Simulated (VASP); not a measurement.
# SrO in VASP: one cell, several levels of theory

Aim: gap, levels, forces and stress of rocksalt SrO, under -4.0 % equal strain in all directions at fixed geometry. Runs: PBE, r2SCAN.

The runs shown are made with VASP 6.6.1. PAW datasets, plane waves. Calculated at 0 K for a non-magnetic cell.

## Step 1: Starting point

The cell comes from an earlier relaxation with r2SCAN in another program.

Space group Fm-3m (No. 225), cubic; a = 4.953 Å in the conventional setting, 15.19 Å³ an atom. Around Sr lie 6 O at 2.48 Å; around O lie 6 Sr at 2.48 Å.

As a file:

```xyz
2
Lattice="0.0000 2.4767 2.4767 2.4767 0.0000 2.4767 2.4767 2.4767 0.0000" Properties=species:S:1:pos:R:3 pbc="T T T"
Sr    0.0000    0.0000    0.0000
O     2.4767    2.4767    2.4767
```

## Step 2: Single point with PBE

INCAR reads:

```
ENCUT = 520.000000
SIGMA = 0.020000
EDIFF = 1.00e-07
GGA = PE
PREC = Accurate
IBRION = -1
ISIF = 2
ISMEAR = -1
NBANDS = 15
NELM = 120
NSW = 0
LASPH = .TRUE.
LCHARG = .TRUE.
LELF = .TRUE.
LWAVE = .FALSE.
LREAL = .FALSE.
```

KPOINTS reads:

```
KPOINTS created by Atomic Simulation Environment
0
Gamma
8 8 8
0 0 0
```

KPOINTS_OPT reads:

```
special points
7
Reciprocal
0.0000000000 0.0000000000 0.0000000000 1
0.5000000000 0.0000000000 0.5000000000 1
0.6250000000 0.2500000000 0.6250000000 1
0.3750000000 0.3750000000 0.7500000000 1
0.5000000000 0.5000000000 0.5000000000 1
0.5000000000 0.2500000000 0.7500000000 1
0.0000000000 0.5000000000 0.5000000000 1
```

POSCAR reads:

```
Sr O
 1.0000000000000000
     0.0000000000000000    2.4766966328000000    2.4766966328000000
     2.4766966328000000    0.0000000000000000    2.4766966328000000
     2.4766966328000000    2.4766966328000000    0.0000000000000000
 Sr  O
   1   1
Cartesian
  0.0000000000000000  0.0000000000000000  0.0000000000000000
  2.4766966328000000  2.4766966328000000  2.4766966328000000
```

The run uses the recommended PBE PAW datasets (16 valence electrons a neutral cell).

Launch:

```sh
$ mpirun -np 1 vasp_std
```

## Step 3: Single point with r2SCAN

INCAR reads:

```
ENCUT = 520.000000
SIGMA = 0.010000
EDIFF = 1.00e-07
ALGO = Normal
METAGGA = R2SCAN
PREC = Accurate
IBRION = -1
ISIF = 2
ISMEAR = 0
NBANDS = 15
NELM = 120
NSW = 0
LASPH = .TRUE.
LCHARG = .TRUE.
LELF = .TRUE.
LWAVE = .FALSE.
LREAL = .FALSE.
```

KPOINTS is that of step 2.

KPOINTS_OPT is that of step 2.

POSCAR is that of step 2.

Q: Predict the outcome of this session. Wanted: for each run, gap; pressure.

The runs gave:

| level | gap (eV) | pressure (GPa) |
| --- | --- | --- |
| PBE | 3.16 | 17.63 |
| r2SCAN | 3.64 | 16.02 |

What this shows: The gap runs from 3.16 eV (PBE) to 3.64 eV (r2SCAN). The pressure is highest with PBE (17.6 GPa) and lowest with r2SCAN (16.0 GPa), which orders the cells that they would relax to.
